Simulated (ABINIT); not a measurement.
# BaZrO3 (Pm-3m): zone-centre phonons, part 2 of 2

Which modes does BaZrO3 (Pm-3m) have at the zone centre?

ABINIT 10.8.3; DFT LDA, scalar-relativistic, plane waves, PseudoDojo norm-conserving pseudopotentials.

So far. Step 3 (Relaxing the cell and atoms): The volume changes by -2.9 % in this run and stands -2.9 % from the first cell. Step 4 (Ground state): The cell stands at -0.79 GPa: the relaxation ran with a smoothed and higher cutoff and on another k mesh. The relaxed cell has a = 4.150 Å (conventional setting).

**6. Linear response at Γ**

The derivative of the wavefunctions by k comes first, since the response to a field is built on it; then the field and the displacements that symmetry doesn't supply are solved at q = 0.

It reads the wavefunctions written in step 4.

Input file dfpt_gamma.abi:

```
ndtset 2

# common to the responses
getwfk_filepath "gso_WFK"
kptopt 2
nqpt 1
qpt 0.0 0.0 0.0
asr 0
chneut 0

# d/dk
rfelfd1 2
rfdir1 1 1 1
iscf1 -3
tolwfr1 1.0d-20

# displacements, field
rfphon2 1
rfatpol2 1 5
rfdir2 1 1 1
rfelfd2 3
getddk2 1
tolvrs2 1.0d-10
prtwf2 0

# basis, mesh and filling
ecut 36.0
ngkpt 6 6 6
nshiftk 1
shiftk 0.5 0.5 0.5
istwfk *1
occopt 1
nband 20
nstep 100
diemac 9.0
prtebands 0
prtgsr 0
useylm 1

# cell and atoms
acell 3*1.0 Angstrom
rprim 
    4.149715994 0.0 0.0
    0.0 4.149715994 0.0
    0.0 0.0 4.149715994
ntypat 3
znucl 56 40 8
natom 5
typat 1 2 3 3 3
xred 
    0.0 0.0 0.0
    0.5 0.5 0.5
    0.0 0.5 0.5
    0.5 0.0 0.5
    0.5 0.5 0.0
pp_dirpath "./pseudo"
pseudos "Ba.upf, Zr.upf, O.upf"
```

The run is started by

```console
$ OMP_NUM_THREADS=1 mpirun -n 4 abinit dfpt_gamma.abi > dfpt_gamma.log
```

Numbers of over 12 decimals in the logs are rounded to 6 here.

dfpt_gamma.abo, the main output file:

```text
[banners, grids, parts of the stress and lines that vanish by symmetry left out]
- input  file    -> dfpt_gamma.abi
- output file    -> dfpt_gamma.abo
- root for input  files -> dfpt_gammai
[...]
DATASET    1 : space group Pm -3 m (#221); Bravais cP (primitive cubic)
[...]
nfft =       91125          nkpt =         108
[...]
DATASET    2 : space group Pm -3 m (#221); Bravais cP (primitive cubic)
[...]
nfft =       91125          nkpt =         108
[...]
== DATASET  1 ==================================================================
[...]
cutoff_energies: {ecut:  36.0, pawecutdg:  -1.0, }
[...]
-  8.00000   6.00000  201201                  znucl, zion, pspdat
[...]
Perturbation : derivative vs k along direction   1
[...]
-ETOT  1  -26.490809035170     -2.649E+01 2.902E-01 0.000E+00
 ETOT  2  -26.661329707908     -1.705E-01 6.408E-03 0.000E+00
 ETOT  3  -26.666907317668     -5.578E-03 3.441E-04 0.000E+00
 ETOT  4  -26.667182671401     -2.754E-04 2.011E-05 0.000E+00
 ETOT  5  -26.667199338523     -1.667E-05 2.099E-06 0.000E+00
[...]
At SCF step   20   max residual=  9.97E-21 < tolwfr=  1.00E-20 =>converged.
[...]
Perturbation : derivative vs k along direction   2
[...]
-ETOT  1  -26.489755417036     -2.649E+01 2.902E-01 0.000E+00
[...]
At SCF step   20   max residual=  9.97E-21 < tolwfr=  1.00E-20 =>converged.
[...]
Perturbation : derivative vs k along direction   3
[...]
-ETOT  1  -26.490809058411     -2.649E+01 2.902E-01 0.000E+00
[...]
At SCF step   20   max residual=  9.97E-21 < tolwfr=  1.00E-20 =>converged.
[...]
1        1       0.7882279799   -0.0000000000
     1        2       0.0000000000    0.0000000000
     1        3       0.0000000000    0.0000000000
     2        1       0.0000000000    0.0000000000
     2        2       0.7882279798    0.0000000000
     2        3       0.0000000000    0.0000000000
     3        1       0.0000000000    0.0000000000
     3        2       0.0000000000    0.0000000000
     3        3       0.7882279798    0.0000000000
[...]
== DATASET  2 ==================================================================
[...]
cutoff_energies: {ecut:  36.0, pawecutdg:  -1.0, }
[...]
Perturbation : displacement of atom   1   along direction   1
[...]
-ETOT  1   2.895348     -7.971E+02 1.759E+00 1.588E+03
[...]
At SCF step    9       vres2   =  5.74E-11 < tolvrs=  1.00E-10 =>converged.
[...]
Perturbation : displacement of atom   2   along direction   1
[...]
-ETOT  1   9.400405     -2.661E+03 1.218E+01 1.217E+03
[...]
At SCF step   13       vres2   =  1.36E-12 < tolvrs=  1.00E-10 =>converged.
[...]
Perturbation : displacement of atom   3   along direction   1
[...]
-ETOT  1   18.472692990072     -3.763E+03 3.921E+00 1.280E+04
[...]
At SCF step   12       vres2   =  4.25E-12 < tolvrs=  1.00E-10 =>converged.
[...]
Perturbation : displacement of atom   3   along direction   2
[...]
-ETOT  1   7.082285     -3.678E+03 1.395E+00 6.959E+03
[...]
At SCF step   12       vres2   =  3.46E-11 < tolvrs=  1.00E-10 =>converged.
[...]
Perturbation : homogeneous electric field along direction   1
[...]
-ETOT  1  -91.733408440286     -9.173E+01 1.078E+00 6.443E+03
[...]
ETOT 10  -95.734789851930     -1.559E-10 4.779E-11 1.238E-09
 ETOT 11  -95.734789851942     -1.226E-11 2.375E-12 4.455E-11
 At SCF step   11       vres2   =  4.45E-11 < tolvrs=  1.00E-10 =>converged.
[...]
Dielectric tensor, in cartesian coordinates,
[...]
1    7   1    7         4.8859988335        -0.0000000000
   1    7   2    7        -0.0000000000        -0.0000000000
   1    7   3    7        -0.0000000000        -0.0000000000
   2    7   1    7        -0.0000000000        -0.0000000000
   2    7   2    7         4.8859988335        -0.0000000000
   2    7   3    7        -0.0000000000        -0.0000000000
   3    7   1    7        -0.0000000000        -0.0000000000
   3    7   2    7        -0.0000000000        -0.0000000000
   3    7   3    7         4.8859988335        -0.0000000000
  Effective charges, in cartesian coordinates,
[...]
1    1   1    7         2.7354027440         0.0000000000
   2    1   1    7         0.0000000000         0.0000000000
   3    1   1    7         0.0000000000         0.0000000000
   1    2   1    7         6.1065713683         0.0000000000
   2    2   1    7         0.0000000000         0.0000000000
[...]
Effective charges, in cartesian coordinates,
[...]
2    7   1    5         0.0000000000         0.0000000000
   3    7   1    5         0.0000000000         0.0000000000
   1    7   2    5         0.0000000000         0.0000000000
   2    7   2    5        -2.0239135434         0.0000000000
   3    7   2    5         0.0000000000         0.0000000000
   1    7   3    5         0.0000000000         0.0000000000
   2    7   3    5         0.0000000000         0.0000000000
   3    7   3    5        -4.7863058792         0.0000000000
  Phonon wavevector (reduced coordinates) :  0.00000  0.00000  0.00000
 Phonon energies in Hartree :
[...]
Phonon frequencies in cm-1    :
-  1.275960E+00  1.275960E+00  1.275960E+00  9.805466E+01  9.805466E+01
-  9.805466E+01  1.745597E+02  1.745597E+02  1.745597E+02  1.957327E+02
-  1.957327E+02  1.957327E+02  5.249195E+02  5.249195E+02  5.249195E+02
  Phonon at Gamma, with non-analyticity in the
[...]
Phonon energies in Hartree :
[...]
Phonon frequencies in cm-1    :
-  1.275960E+00  1.275960E+00  1.278395E+00  9.805466E+01  9.805466E+01
-  1.377861E+02  1.745597E+02  1.745597E+02  1.745597E+02  1.957327E+02
-  1.957327E+02  3.665808E+02  5.249195E+02  5.249195E+02  7.136867E+02
  Phonon at Gamma, with non-analyticity in the
[...]
Phonon energies in Hartree :
[...]
Phonon frequencies in cm-1    :
-  1.275960E+00  1.275960E+00  1.278394E+00  9.805466E+01  9.805466E+01
-  1.377861E+02  1.745597E+02  1.745597E+02  1.745597E+02  1.957327E+02
-  1.957327E+02  3.665808E+02  5.249195E+02  5.249195E+02  7.136867E+02
  Phonon at Gamma, with non-analyticity in the
[...]
Phonon energies in Hartree :
[...]
Phonon frequencies in cm-1    :
-  1.275960E+00  1.275960E+00  1.278394E+00  9.805466E+01  9.805466E+01
-  1.377861E+02  1.745597E+02  1.745597E+02  1.745597E+02  1.957327E+02
-  1.957327E+02  3.665808E+02  5.249195E+02  5.249195E+02  7.136867E+02
[...]
fcart2     0.0000000000E+00  0.0000000000E+00  0.0000000000E+00
           strten2     0.0000000000E+00  0.0000000000E+00  0.0000000000E+00
================================================================================
```

Run time: 9.9 min. Hardware: 4 MPI ranks of Intel Xeon Platinum 8559C (Emerald Rapids), shared host.

Numbers from this step:

```
miss of the charge sum rule                                       : 0.007841 e
largest acoustic frequency at the zone centre before the sum rule : 1.28 cm⁻¹
highest optical zone-centre mode (no LO-TO term)                  : 524.9 cm⁻¹
lowest optical zone-centre mode                                   : 98.05 cm⁻¹
mean high-frequency dielectric constant                           : 4.886
largest Born charge in size (third of the trace)                  : 6.107 e
```

Born charge (rows field, columns displacement), before the sum rule (e), principal values of the symmetric part by kind of site:

```tsv
atom	atoms with these values	low	middle	high	mean
Ba1	1	2.74	2.74	2.74	2.74
Zr2	1	6.11	6.11	6.11	6.11
O3	3	-4.79	-2.02	-2.02	-2.94
```

In full for Ba1:

```
2.74 0.00 0.00
0.00 2.74 0.00
0.00 0.00 2.74
```

High-frequency dielectric tensor:

```
4.89 0.00 0.00
0.00 4.89 0.00
0.00 0.00 4.89
```

The acoustic modes at Γ come out as far as 1.3 cm⁻¹ from zero, where they should vanish, a small numerical error; the Born charges miss their sum rule by 0.0078 e, which is good.

**7. Zone-centre analysis**

anaddb reads the merged derivatives, imposes the acoustic sum rule and charge neutrality, and adds the LO-TO term along chosen directions.

Input file anaddb.abi:

```
ddb_filepath "gamma_DDB"
output_file "anaddb.abo"
outdata_prefix "anaddb"
asr 1
chneut 1
enunit 2
eivec 1
nph1l 1
qph1l 0.0 0.0 0.0 1.0
dieflag 1
nph2l 3
qph2l 
    1.0 0.0 0.0 0.0
    0.0 0.0 1.0 0.0
    1.0 1.0 1.0 0.0
```

Input file mrgddb.in:

```
gamma_DDB
merged
2
dfpt_gammao_DS2_DDB
gso_DDB
```

The run is started by

```console
$ mrgddb < mrgddb.in > mrgddb.log
$ OMP_NUM_THREADS=1 anaddb anaddb.abi > anaddb.log
```

anaddb.abo, the main output file:

```text
[banners, grids, parts of the stress and lines that vanish by symmetry left out]
-outvars_anaddb: echo values of input variables ----------------------

 Flags :
[...]
Dielectric Tensor and Effective Charges
[...]
Effective charge tensors after
[...]
Phonon wavevector (reduced coordinates) :  0.00000  0.00000  0.00000
 Phonon energies in Hartree :
[...]
Phonon energies in meV     :
-  0.000000E+00  0.000000E+00  0.000000E+00  1.215393E+01  1.215393E+01
-  1.215393E+01  2.163841E+01  2.163841E+01  2.163841E+01  2.426640E+01
-  2.426640E+01  2.426640E+01  6.508116E+01  6.508116E+01  6.508116E+01
 Phonon frequencies in cm-1    :
-  0.000000E+00  0.000000E+00  0.000000E+00  9.802802E+01  9.802802E+01
-  9.802802E+01  1.745256E+02  1.745256E+02  1.745256E+02  1.957217E+02
-  1.957217E+02  1.957217E+02  5.249150E+02  5.249150E+02  5.249150E+02
 Phonon frequencies in Thz     :
-  0.000000E+00  0.000000E+00  0.000000E+00  2.938806E+00  2.938806E+00
-  2.938806E+00  5.232145E+00  5.232145E+00  5.232145E+00  5.867589E+00
-  5.867589E+00  5.867589E+00  1.573655E+01  1.573655E+01  1.573655E+01
 Phonon energies in Kelvin  :
-  0.000000E+00  0.000000E+00  0.000000E+00  1.410404E+02  1.410404E+02
-  1.410404E+02  2.511033E+02  2.511033E+02  2.511033E+02  2.815999E+02
-  2.815999E+02  2.815999E+02  7.552355E+02  7.552355E+02  7.552355E+02
[...]
-  1  0.00000000E+00  0.00000000E+00  1.40842610E-03
-     0.00000000E+00  0.00000000E+00  0.00000000E+00
-  2  0.00000000E+00  0.00000000E+00  1.40842438E-03
-     0.00000000E+00  0.00000000E+00  0.00000000E+00
-  3  0.00000000E+00  0.00000000E+00  1.40842325E-03
-     0.00000000E+00  0.00000000E+00  0.00000000E+00
-  4  0.00000000E+00  0.00000000E+00  1.40842325E-03
-     0.00000000E+00  0.00000000E+00  0.00000000E+00
-  5  0.00000000E+00  0.00000000E+00  1.40842373E-03
-     0.00000000E+00  0.00000000E+00  0.00000000E+00
[...]
-  1  0.00000000E+00 -1.40842610E-03  0.00000000E+00
-     0.00000000E+00  0.00000000E+00  0.00000000E+00
-  2  0.00000000E+00 -1.40842438E-03  0.00000000E+00
-     0.00000000E+00  0.00000000E+00  0.00000000E+00
-  3  0.00000000E+00 -1.40842325E-03  0.00000000E+00
-     0.00000000E+00  0.00000000E+00  0.00000000E+00
-  4  0.00000000E+00 -1.40842373E-03  0.00000000E+00
-     0.00000000E+00  0.00000000E+00  0.00000000E+00
-  5  0.00000000E+00 -1.40842325E-03  0.00000000E+00
-     0.00000000E+00  0.00000000E+00  0.00000000E+00
[...]
-  1  1.40842610E-03  0.00000000E+00  0.00000000E+00
-     0.00000000E+00  0.00000000E+00  0.00000000E+00
-  2  1.40842438E-03  0.00000000E+00  0.00000000E+00
-     0.00000000E+00  0.00000000E+00  0.00000000E+00
-  3  1.40842373E-03  0.00000000E+00  0.00000000E+00
-     0.00000000E+00  0.00000000E+00  0.00000000E+00
-  4  1.40842325E-03  0.00000000E+00  0.00000000E+00
-     0.00000000E+00  0.00000000E+00  0.00000000E+00
[...]
-  5  1.39519122E-03  0.00000000E+00  0.00000000E+00
-     0.00000000E+00  0.00000000E+00  0.00000000E+00
[...]
-     1          0.000000     0.000000     0.000004     0.000004
-     2          0.000000    -0.000004     0.000000     0.000004
[...]
-   1     Real    0.0000E+00  0.0000E+00  0.0000E+00  0.0000E+00  0.0000E+00  0.0000E+00  0.0000E+00
[...]
-   2     Real    0.0000E+00  0.0000E+00  0.0000E+00  0.0000E+00  0.0000E+00  0.0000E+00  0.0000E+00
[...]
-   3     Real    0.0000E+00  0.0000E+00  0.0000E+00  0.0000E+00  0.0000E+00  0.0000E+00  0.0000E+00
[...]
-   4     Real    0.0000E+00  5.7536E-14  2.9847E-04  0.0000E+00  5.0838E-11  4.1440E-09  2.9847E-04
[...]
-   5     Real    0.0000E+00  2.9847E-04  5.7536E-14 -3.7838E-10  0.0000E+00 -4.1440E-09  2.9847E-04
[...]
-   6     Real    2.9847E-04  0.0000E+00  0.0000E+00  3.7838E-10 -5.0843E-11  0.0000E+00  2.9847E-04
[...]
-   7     Real    0.0000E+00  0.0000E+00  0.0000E+00  0.0000E+00  0.0000E+00  0.0000E+00  0.0000E+00
[...]
-   8     Real    0.0000E+00  0.0000E+00  0.0000E+00  0.0000E+00  0.0000E+00  0.0000E+00  0.0000E+00
[...]
-   9     Real    0.0000E+00  0.0000E+00  0.0000E+00  0.0000E+00  0.0000E+00  0.0000E+00  0.0000E+00
[...]
-  10     Real    0.0000E+00  3.0362E-14  5.0022E-04  1.3922E-14 -1.7870E-09 -3.8971E-09  5.0022E-04
[...]
-  11     Real    5.2486E-13  5.0022E-04  3.0363E-14  1.6203E-08  1.2624E-13  3.8972E-09  5.0022E-04
[...]
-  12     Real    5.0022E-04  5.2486E-13  0.0000E+00 -1.6203E-08  1.7869E-09 -5.7881E-14  5.0022E-04
[...]
-  13     Real    0.0000E+00  0.0000E+00  5.2263E-04  0.0000E+00  0.0000E+00  0.0000E+00  5.2263E-04
[...]
-  14     Real    7.8412E-14  5.2263E-04  0.0000E+00  6.4016E-09  0.0000E+00  0.0000E+00  5.2263E-04
[...]
-  15     Real    5.2263E-04  7.8412E-14  0.0000E+00 -6.4016E-09  0.0000E+00  0.0000E+00  5.2263E-04
[...]
Phonon at Gamma, with non-analyticity in the
[...]
Phonon energies in Hartree :
[...]
Phonon energies in meV     :
[...]
Phonon frequencies in cm-1    :
[...]
Phonon frequencies in Thz     :
[...]
Phonon energies in Kelvin  :
[...]
-  1.982620E+02  2.511033E+02  2.511033E+02  2.511033E+02  2.815999E+02
-  2.815999E+02  5.275021E+02  7.552355E+02  7.552355E+02  1.026987E+03
[...]
-  1  0.00000000E+00  0.00000000E+00  1.40842610E-03
-     0.00000000E+00  0.00000000E+00  0.00000000E+00
-  2  0.00000000E+00  0.00000000E+00  1.40842438E-03
-     0.00000000E+00  0.00000000E+00  0.00000000E+00
-  3  0.00000000E+00  0.00000000E+00  1.40842325E-03
-     0.00000000E+00  0.00000000E+00  0.00000000E+00
-  4  0.00000000E+00  0.00000000E+00  1.40842325E-03
-     0.00000000E+00  0.00000000E+00  0.00000000E+00
-  5  0.00000000E+00  0.00000000E+00  1.40842373E-03
-     0.00000000E+00  0.00000000E+00  0.00000000E+00
[...]
Phonon at Gamma, with non-analyticity in the
[...]
Phonon energies in Hartree :
[...]
Phonon energies in meV     :
-  0.000000E+00  0.000000E+00  0.000000E+00  1.215393E+01  1.215393E+01
-  1.708489E+01  2.163841E+01  2.163841E+01  2.163841E+01  2.426640E+01
-  2.426640E+01  4.545662E+01  6.508116E+01  6.508116E+01  8.849891E+01
 Phonon frequencies in cm-1    :
-  0.000000E+00  0.000000E+00  0.000000E+00  9.802802E+01  9.802802E+01
[...]
Phonon frequencies in Thz     :
[...]
Phonon energies in Kelvin  :
[...]
Phonon at Gamma, with non-analyticity in the
[...]
Phonon energies in Hartree :
[...]
Phonon energies in meV     :
[...]
Phonon frequencies in cm-1    :
[...]
Phonon frequencies in Thz     :
[...]
Phonon energies in Kelvin  :
[...]
-  1.982620E+02  2.511033E+02  2.511033E+02  2.511033E+02  2.815999E+02
-  2.815999E+02  5.275021E+02  7.552355E+02  7.552355E+02  1.026987E+03
[...]
-  4  1.12096455E-03  2.86677797E-03 -3.84817480E-04
-     0.00000000E+00  0.00000000E+00  0.00000000E+00
-  5  1.12096455E-03 -7.36147073E-04  1.49859493E-03
-     0.00000000E+00  0.00000000E+00  0.00000000E+00
[...]
Direction                     Dielectric constant
[...]
0.00000   0.00000   1.00000     62.64602822
   1.00000   1.00000   1.00000     62.64602822
-
```

Run time: 0.64 s. Hardware: 1 thread.

This step gave:

| Quantity | Value |
| --- | --- |
| lowest optical zone-centre mode | 98.03 cm⁻¹ |
| mean static dielectric constant | 62.65 |
| highest mode moved by the LO-TO term | 713.8 cm⁻¹ |

No LO-TO term; unit eigenvectors of the mass-weighted matrix, from anaddb's displacements. The modes at Γ (shares of kinetic energy by element, %):

```tsv
mode	frequency (cm⁻¹)	symmetry	Ba %	Zr %	O %
1	0.0	acoustic	50	33	17
2	0.0	acoustic	50	33	17
3	0.0	acoustic	50	33	17
4	98.0	T1u	42	9	49
5	98.0	T1u	42	9	49
6	98.0	T1u	42	9	49
7	174.5	T2u	0	0	100
8	174.5	T2u	0	0	100
9	174.5	T2u	0	0	100
10	195.7	T1u	8	55	37
11	195.7	T1u	8	55	37
12	195.7	T1u	8	55	37
13	524.9	T1u	0	2	97
14	524.9	T1u	0	2	97
15	524.9	T1u	0	2	97
```

Displacements in mode 5 (98.0 cm⁻¹), the largest set to 1:
```
Ba1  0.00 -0.49  0.00
Zr2  0.00  0.28  0.00
O3   0.00  1.00  0.00
O4   0.00  0.59  0.00
O5   0.00  1.00  0.00
```

Displacements in mode 11 (195.7 cm⁻¹), the largest set to 1:
```
Ba1  0.00  0.23  0.00
Zr2  0.00 -0.74  0.00
O3   0.00  1.00  0.00
O4   0.00  0.23  0.00
O5   0.00  1.00  0.00
```

Trace of the oscillator strength, degenerate modes summed. Infrared lines, with heights relative to the strongest:

```tsv
position (cm⁻¹)	lines merged	IR intensity, relative
98	3	57
174	3	0.0
196	3	96
525	3	100
```

Static dielectric tensor (ions relaxed, fixed cell):

```
62.65  0.00  0.00
 0.00 62.65  0.00
 0.00  0.00 62.65
```

The rule moves no optical mode by more than 0.1 cm⁻¹.

**8. Summary of results**

```yaml
space_group_after_relaxation: Pm-3m
volume_per_atom: 14.3 Å³
highest_optical_zone_centre_mode_no_lo_to_term: 524.9 cm⁻¹
lowest_optical_zone_centre_mode: 98.0 cm⁻¹
highest_mode_moved_by_the_lo_to_term: 713.8 cm⁻¹
mean_high_frequency_dielectric_constant: 4.89
largest_born_charge_in_size_third_of_the_trace: 6.11 e
mean_static_dielectric_constant: 62.6
imaginary_optical_modes_at_the_zone_centre_no_q_mesh_in_this_session: none
```

In words: At the LDA level the optical modes of BaZrO3 (Pm-3m) at the zone centre (no LO-TO term) run from 98 to 525 cm⁻¹. The base run prints -0.79 GPa, mostly the error of a finite basis; the relaxation, with a smoothed and higher cutoff, had brought the cell to rest. Along the directions run, the highest mode that the macroscopic field moves lies at 714 cm⁻¹. Lattice motion raises the mean dielectric constant from 4.886 to 62.65. These are harmonic frequencies at zero temperature: anharmonic shifts and linewidths and thermal expansion are left out. Spin-orbit coupling is left out, which can matter for the heavy elements here. The published file for Ba has no f projectors, which tends to make oxide cells too large.

Calculation against experiment:

```
                                       quantity  measured  LDA PseudoDojo norm-conserving, ABINIT
                         lattice constant a (Å)     4.192                          4.150 (-1.0 %)
static dielectric constant (mean of the tensor)        36                         62.65 (+74.0 %)
        infrared mode, TO1 at Gamma, T1u (cm⁻¹)       116                            98 (-15.5 %)
        infrared mode, TO2 at Gamma, T1u (cm⁻¹)       214                            196 (-8.6 %)
        infrared mode, TO3 at Gamma, T1u (cm⁻¹)       520                            525 (+0.9 %)
```

Measured values from arxiv:cond-mat/0602127 (2006), arxiv:1312.3131 (2013) and arxiv:1907.02008 (2019).

How well it matches: Measured modes were matched to the nearest mode of that symmetry; at LDA PseudoDojo norm-conserving, ABINIT, 3 of them have a partner, and the computed frequencies miss them by 8.3 % on average (mean signed -7.7 %), which is a clear miss. The lattice constant a is off by -1.0 %: fair agreement. The static dielectric constant is off by +74.0 %. The grades are ours: good and fair within 0.7 and 1.5 % for the lattice constant a, 10 and 25 % for the static dielectric constant and 3 and 7 % for the infrared mode. For lattice constants, static dielectric constant and infrared mode the calculation has a static lattice, without zero-point motion or thermal expansion (measured at up to 300 K).

[Host names and launcher messages were left out of these logs when they were recorded.]

[Logs are printed without paths, hosts, clocks, repeated set-up lines and the standing remarks that a program may print on its own settings, such as how far it seeks lower states.]

[Hosts, paths, dates, database ids (printed as entryN), source tags and the programs' standing remarks are cut or masked in the printed files.]
